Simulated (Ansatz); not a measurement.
# KCl: stress in a strained cell

KCl is deformed so: zz strain of -1 %. What stress and forces result, by LAPW, PAW and all-electron datasets made for the crystal?

Program: Ansatz 0.2.0. Level of theory: DFT PBEsol, scalar-relativistic. These are calculated values, not measurements.

### 1 The structure to begin with

The structure is cubic, space group Pm-3m (No. 221). Conventional cell: a = 3.634 Å, b = 3.634 Å, c = 3.634 Å, α = 90.00°, β = 90.00°, γ = 90.00°. K (site symmetry m-3m) is surrounded by 8 Cl at 3.15 Å. Cl (site symmetry m-3m) has 8 K at 3.15 Å as nearest neighbours.

Structure file:

```
K Cl
1.0
     3.63400    0.00000    0.00000
     0.00000    3.63400    0.00000
     0.00000    0.00000    3.63400
K Cl
1 1
Direct
  0.00000 0.00000 0.00000
  0.50000 0.50000 0.50000
```

Atoms are numbered in the order of the input: K1, Cl2.

### 2 The deformed structure

Space group Pm-3m before, P4/mmm after.

### 3 All-electron LAPW

The input, input.yaml:

```yaml
crystal:
  lattice:
    - [3.634, 0.0, 0.0]
    - [0.0, 3.634, 0.0]
    - [0.0, 0.0, 3.59766]
  atoms:
    - { symbol: K, position: [0.0, 0.0, 0.0] }
    - { symbol: Cl, position: [0.5, 0.5, 0.5] }
kpoints:
  mp_grid: { grid: [7, 7, 7] }
  band_path:
    path:
      - [0.0, 0.0, 0.0]
      - [0.0, 0.5, 0.0]
      - [0.5, 0.5, 0.0]
      - [0.0, 0.0, 0.0]
      - [0.0, 0.0, 0.5]
      - [0.0, 0.5, 0.5]
      - [0.5, 0.5, 0.5]
      - [0.0, 0.0, 0.5]
      - [0.0, 0.5, 0.0]
    npoints: 5
scf:
  occupations: { method: fermi_dirac, width: 0.01 }
hamiltonian:
  xc: pbesol
  pseudopotentials: { kind: all_electron, lapw: { basis_error: 0.001 } }
output:
  forces: true
  stress: true
  eigenvalues: true
```

Run with:

```console
> ansatz run input.yaml --threads 1 --pin off --max-ram 3072MiB --backend cpu --events-out ev --progress --plain --runs-dir out
```

### 4 PAW on the default files

The input, input.yaml:

```yaml
crystal:
  lattice:
    - [3.634, 0.0, 0.0]
    - [0.0, 3.634, 0.0]
    - [0.0, 0.0, 3.59766]
  atoms:
    - { symbol: K, position: [0.0, 0.0, 0.0] }
    - { symbol: Cl, position: [0.5, 0.5, 0.5] }
kpoints:
  mp_grid: { grid: [7, 7, 7] }
scf:
  occupations: { method: fermi_dirac, width: 0.01 }
hamiltonian:
  xc: pbesol
  pseudopotentials: { kind: paw }
output:
  forces: true
  stress: true
  eigenvalues: true
  efg: { contact_densities: true }
  write_density: true
  write_potential: true
  elf: true
  volumetric_format: npy
```

### 5 All-electron PAW on datasets made for the crystal

Changes to input.yaml since step 4:

```diff
@@ -14,3 +14,3 @@
   xc: pbesol
-  pseudopotentials: { kind: paw }
+  pseudopotentials: { kind: all_electron, datasets: crystal }
 output:
@@ -20,5 +20 @@
   efg: { contact_densities: true }
-  write_density: true
-  write_potential: true
-  elf: true
-  volumetric_format: npy
```

(Steps that only read results are left out.)

Q: Predict the outcome of this session. Wanted: pressure; largest shear or deviatoric stress.

**Answer**, as computed:

| quantity | value |
| --- | --- |
| pressure | LAPW 2.62, PAW 2.62, crystal datasets 2.62 GPa |
| largest shear or deviatoric stress (LAPW) | 0.35 GPa |

**Reading.** The largest part of the stress beyond the pressure is 0.35 GPa in size, in the zz component; the atoms are carried along and not relaxed. No run of the undeformed cell stands beside it, so the pressure holds what the given cell had before the change. PAW: stress within 0.01 GPa of LAPW. Crystal datasets: stress within 0.01 GPa of LAPW.
